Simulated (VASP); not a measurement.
Zn: single point with TPSSh

Zn:

```
CELL_PARAMETERS angstrom
-1.52603 1.52603 1.52603
1.52603 -1.52603 1.52603
1.52603 1.52603 -1.52603
ATOMIC_POSITIONS crystal
Zn 0.00000 0.00000 0.00000
```

This isn't the form of Zn at room conditions, which is hcp.

The cell isn't the ideal one: volume scaled by 0.92.

```yaml
Program: VASP 6.6.1
Task: single point
Functional: TPSSh
Potentials_or_basis: VASP PAW PBE potentials, release 64 (Zn)
Cutoff: 520 eV
k_mesh: 6 × 6 × 6
Occupations: methfessel-paxton, width 0.1 eV
Spin: no spin polarisation
```

| Quantity | Value |
| --- | --- |
| Pressure | 2.7 GPa |
| Band gap on the k mesh | none (metal or under the smearing width) |

Levels at points of the mesh, in eV from the Fermi level:
```tsv
k point	band 2	band 3	band 4	band 5	band 6	band 7	band 8	band 9	band 10	band 11
(0.00, 0.00, 0.00)	-9.75	-9.75	-9.75	-9.19	-9.19	20.77	20.77	20.77	21.22	21.22
(0.50, 0.00, 0.00)	-10.10	-9.21	-9.15	-8.78	-3.85	-1.54	12.12	13.17	15.91	17.77
(0.50, 0.50, 0.50)	-10.41	-8.86	-8.86	-8.86	4.22	4.22	4.22	8.57	8.57	8.66
```

Run time: 7.6 min on 1 thread of AMD EPYC 9R45 (Zen 5) (shared host), peak memory 0.1 GiB.

Caveat: the k mesh is coarse (spacing up to 0.49 Å⁻¹), so the values aren't converged, least of all with exact exchange; the PAW data sets were made with another functional, which shifts forces and pressure a little.
